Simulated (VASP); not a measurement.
# CaF2 (sol) (Fm-3m) in VASP: further runs, part 2 of 2

VASP 6.6.1. Earlier steps stand in the parts before.

## 3. Relaxation of cell and atoms, PBEsol

This run uses another cell than the first one, of 13.59 Å³/atom, 1.024 times its volume.

INCAR

```
SYSTEM = CaF2
  ALGO = Normal
  EDIFF = 1E-7
  EDIFFG = -0.002
  ENCUT = 600
  GGA = PS
  IBRION = 2
  ISIF = 3
  ISMEAR = 0
  LASPH = .TRUE.
  LCHARG = .FALSE.
  LREAL = .FALSE.
  LWAVE = .FALSE.
  NELM = 100
  NSW = 100
  PREC = Accurate
  SIGMA = 0.02
```

KPOINTS

```
k-points
0
G
  8 8 8
  0 0 0
```

POSCAR

```
CaF2
1.0
    0.0000000000      2.7316045000      2.7316045000
    2.7316045000      0.0000000000      2.7316045000
    2.7316045000      2.7316045000      0.0000000000
Ca F
1 2
Direct
    0.0000000000      0.0000000000      0.0000000000
    0.2500000000      0.2500000000      0.2500000000
    0.7500000000      0.7500000000      0.7500000000
```

Potentials or basis: VASP PAW PBE potentials, release 64 (Ca_sv, F).

The run is started by

```bash
cat potpaw_PBE.64/Ca_sv/POTCAR potpaw_PBE.64/F/POTCAR > POTCAR
mpirun -np 1 vasp_std > vasp.out
```

OUTCAR:

```text
SYSTEM = CaF2
   EDIFF = 1E-7
   EDIFFG = -0.002
   ENCUT = 600
   GGA = PS
   IBRION = 2
   ISIF = 3
   ISMEAR = 0
   LASPH = .TRUE.
   LREAL = .FALSE.
   NELM = 100
   NSW = 100
   PREC = Accurate

 ion  position               nearest neighbor table
   1  0.000  0.000  0.000-   2 2.37   3 2.37   3 2.37   3 2.37   3 2.37   2 2.37   2 2.37   2 2.37

   2  0.250  0.250  0.250-   1 2.37   1 2.37   1 2.37   1 2.37
   3  0.750  0.750  0.750-   1 2.37   1 2.37   1 2.37   1 2.37

  LATTYP: Found a face centered cubic cell.
 ALAT       =     5.4632090000

  Lattice vectors:

 A1 = (   0.0000000000,   2.7316045000,   2.7316045000)
 A2 = (   2.7316045000,   0.0000000000,   2.7316045000)
 A3 = (   2.7316045000,   2.7316045000,   0.0000000000)

Analysis of symmetry for initial positions (statically):
=====================================================================
 Subroutine PRICEL returns:
 Original cell was already a primitive cell.

 Routine SETGRP: Setting up the symmetry group for a
 face centered cubic supercell.

 Subroutine GETGRP returns: Found 48 space group operations
 (whereof 48 operations were pure point group operations)
 out of a pool of 48 trial point group operations.

The static configuration has the point symmetry O_h .

Analysis of symmetry for dynamics (positions and initial velocities):
=====================================================================
 Subroutine PRICEL returns:
 Original cell was already a primitive cell.

 Routine SETGRP: Setting up the symmetry group for a
 face centered cubic supercell.

 Subroutine GETGRP returns: Found 48 space group operations
 (whereof 48 operations were pure point group operations)
 out of a pool of 48 trial point group operations.

The dynamic configuration has the point symmetry O_h .

 Subroutine INISYM returns: Found 48 space group operations
 (whereof 48 operations are pure point group operations),
 and found     1 'primitive' translations

----------------------------------------------------------------------------------------

                                     Primitive cell

  volume of cell :      40.7646

  direct lattice vectors                    reciprocal lattice vectors
[... 98 lines left out ...]
   TEBEG  =    0.0;   TEEND  =   0.0 temperature during run
   PSTRESS=    0.0 pullay stress
   NELECT =      24.0000    total number of electrons
   NUPDOWN=      -1.0000    fix difference up-down
   EMIN   =  10.00;   EMAX   =-10.00  energy-range for DOS
   EFERMI =   0.00;   METHOD = LEGACY
   ISMEAR =     0;   SIGMA  =   0.02  broadening in eV -4-tet -1-fermi 0-gaus
   EFERMI_NEDOS =   21; number of points for ismear=-14 and -15
   IALGO  =     38    algorithm
   IMIX   =      4    mixing-type and parameters
     AMIX     =   0.40;   BMIX     =  1.00
     AMIX_MAG =   1.60;   BMIX_MAG =  1.00
  volume/ion in A,a.u.               =      13.59        91.70
  Fermi-wavevector in a.u.,A,eV,Ry     =   1.372095  2.592883 25.614926  1.882644
  Thomas-Fermi vector in A             =   2.497733
   LORBIT       =      0    0 simple, 1 ext, 2 COOP (PROOUT), +10 PAW based schemes
   GGA     = PS    functional components
   LHFCALC =     F    Hartree Fock is set to
   AEXX    =    0.0000 exact exchange contribution
   IVDW    =     0    specifies the selected vdW correction
   LEPSILON=     F    determine dielectric tensor
   LRPA    =     F    only Hartree local field effects (RPA)
 conjugate gradient relaxation of ions
 non-spin polarized calculation
 Gauss-broadening in eV      SIGMA  =   0.02
  energy-cutoff  :      600.00
  volume of cell :       40.76
 maximum number of plane-waves:      1380
   NGX = 15   NGY = 15   NGZ = 15

--------------------------------------- Ionic step        1  -------------------------------------------

 number of electron      23.9999989 magnetization

 Free energy of the ion-electron system (eV)
  ---------------------------------------------------
  ext. energy  EPLUGINS =         0.00000000
  ---------------------------------------------------
  free energy    TOTEN  =       -17.90238668 eV

  energy without entropy =      -17.90238668  energy(sigma->0) =      -17.90238668

 E-fermi :  -0.9259     XC(G=0):  -9.8937

 val. band max:       -1.0885587072   @ k =   0.5000   0.5000   0.0000
 cond. band min:       6.0018358358   @ k =   0.0000   0.0000   0.0000
 fundamental gap:      7.0903945430
 Fermi energy:        -0.9258779078

 k-point     1 :       0.0000    0.0000    0.0000
  band No.  band energies     occupation
      1     -36.9025      2.00000
      2     -20.9095      2.00000
      3     -20.1208      2.00000
      4     -17.9270      2.00000
      5     -17.9270      2.00000
      6     -17.9270      2.00000
[... 520 lines left out ...]
--------------------------------------- Ionic step        3  -------------------------------------------

 number of electron      23.9999987 magnetization

 Free energy of the ion-electron system (eV)
  ---------------------------------------------------
  ext. energy  EPLUGINS =         0.00000000
  ---------------------------------------------------
  free energy    TOTEN  =       -17.90716414 eV

  energy without entropy =      -17.90716414  energy(sigma->0) =      -17.90716414

 E-fermi :  -0.8324     XC(G=0): -10.0041

 val. band max:       -0.9752025142   @ k =   0.5000   0.5000   0.0000
 cond. band min:       6.2374651529   @ k =   0.0000   0.0000   0.0000
 fundamental gap:      7.2126676672
 Fermi energy:        -0.8323903925

 k-point     1 :       0.0000    0.0000    0.0000
  band No.  band energies     occupation
      1     -36.6875      2.00000
      2     -20.8490      2.00000
      3     -20.0268      2.00000
      4     -17.7121      2.00000
      5     -17.7121      2.00000
      6     -17.7121      2.00000
[... 477 lines left out ...]
  FREE ENERGIE OF THE ION-ELECTRON SYSTEM (eV)
  ---------------------------------------------------
  free  energy   TOTEN  =       -17.9071641354 eV

  energy  without entropy=      -17.9071641354  energy(sigma->0) =      -17.90716414

 reached required accuracy - stopping structural energy minimisation
```

It took 43 s on 1 thread of Intel Xeon Platinum 8175M at 2.50GHz (Skylake/Cascade Lake), shared host; peak memory 0.19 GiB.

What came out:

| Item | Value |
| --- | --- |
| Free energy | -17.9072 eV |
| Relaxed volume | 13.30 Å³/atom |
| Relaxed cell | a = 3.836 Å, b = 3.836 Å, c = 3.836 Å, α = 60.00°, β = 60.00°, γ = 60.00° |
| Space group after relaxing (to 0.05 Å) | Fm-3m (No. 225) |
| Energy gained by relaxing | 1.6 meV/atom |
| Ionic steps | 3 |
| Pressure after relaxing | 0.0 GPa |
| Band gap on the k mesh | 7.21 eV, indirect (least direct gap 7.47 eV) |

Step by step:
```
step  energy change (eV)  largest force (eV/Å)  pressure (GPa)  volume (Å³)
   1              0.0000                0.0000           -1.75        40.76
   2             -0.0048                0.0000            0.03        39.90
   3             -0.0048                0.0000            0.01        39.91
```

Final structure:
```
CELL_PARAMETERS angstrom
0.00000 2.71232 2.71232
2.71232 0.00000 2.71232
2.71232 2.71232 0.00000
ATOMIC_POSITIONS crystal
Ca 0.00000 0.00000 0.00000
F 0.25000 0.25000 0.25000
F 0.75000 0.75000 0.75000
```

Caveat: the PAW data sets were made with another functional, which shifts forces and pressure a little. A k mesh can miss the band edges.

## 4. Single point, PBEsol

This run uses another cell than the first one, of 13.59 Å³/atom, 1.024 times its volume.

INCAR

```
PREC     = Accurate       # precision mode
ENCUT    = 520            # plane-wave cutoff, eV
EDIFF    = 1E-7           # SCF threshold, eV
ISMEAR   = 0              # smearing method
SIGMA    = 0.1            # smearing width, eV
LREAL    = F              # projectors in reciprocal space
LASPH    = T              # aspherical terms in the spheres
NELM     = 100            # most SCF steps
ALGO     = Fast           # electronic algorithm
ISIF     = 2              # what is computed and relaxed
LWAVE    = F              # write WAVECAR
LCHARG   = F              # write CHGCAR
GGA      = PS             # functional
NBANDS   = 19             # bands
```

KPOINTS

```
regular mesh
0
Gamma
  6 6 6
```

POSCAR is that of step 3.

The run is started by

```bash
cat potpaw_PBE.64/Ca_sv/POTCAR potpaw_PBE.64/F/POTCAR > POTCAR
mpirun -np 1 vasp_std > vasp.out
```

It took 35 s on 1 thread of Intel Xeon Platinum 8175M at 2.50GHz (Skylake/Cascade Lake), shared host; peak memory 0.16 GiB.

Results (log left out):

| Property | Result |
| --- | --- |
| Free energy | -17.8977 eV |
| Pressure | -1.7 GPa |
| Band gap on the k mesh | 7.09 eV, indirect (least direct gap 7.35 eV) |

Levels at points of the mesh, in eV from the valence-band top:
```tsv
k point	band 8	band 9	band 10	band 11	band 12	band 13	band 14	band 15	band 16	band 17
(0.00, 0.00, 0.00)	-2.14	-2.14	-0.26	-0.26	-0.26	7.09	9.12	9.12	11.22	11.22
(0.50, 0.00, 0.00)	-1.54	-1.31	-1.26	-0.85	-0.85	9.34	9.34	9.70	10.53	10.94
(0.50, 0.50, 0.00)	-1.67	-1.67	-0.37	-0.37	0.00	8.02	9.47	10.07	10.85	10.85
```

Caveat: the PAW data sets were made with another functional, which shifts forces and pressure a little. Expect the measured gap to be larger: semilocal functionals such as PBEsol lack the derivative discontinuity.

## 5. Overview

```csv
task,cell,k mesh,cutoff (eV),smearing,gap on the mesh (eV),pressure (GPa)
single point,"Fm-3m, 13.27 Å³/atom",8 × 8 × 8,520,gaussian 0.02 eV,7.22,0.3
relaxation of cell and atoms,relaxed,8 × 8 × 8,600,gaussian 0.02 eV,7.21,0.0
single point,"Fm-3m, 13.59 Å³/atom",6 × 6 × 6,520,gaussian 0.1 eV,7.09,-1.7
```

Alike in all rows: level PBEsol; potentials or basis VASP PAW PBE potentials, release 64 (Ca_sv, F); no spin polarisation.

Caveats: the PAW data sets were made with another functional, which shifts forces and pressure a little.

Absolute energies hang on the potentials; compare differences alone.
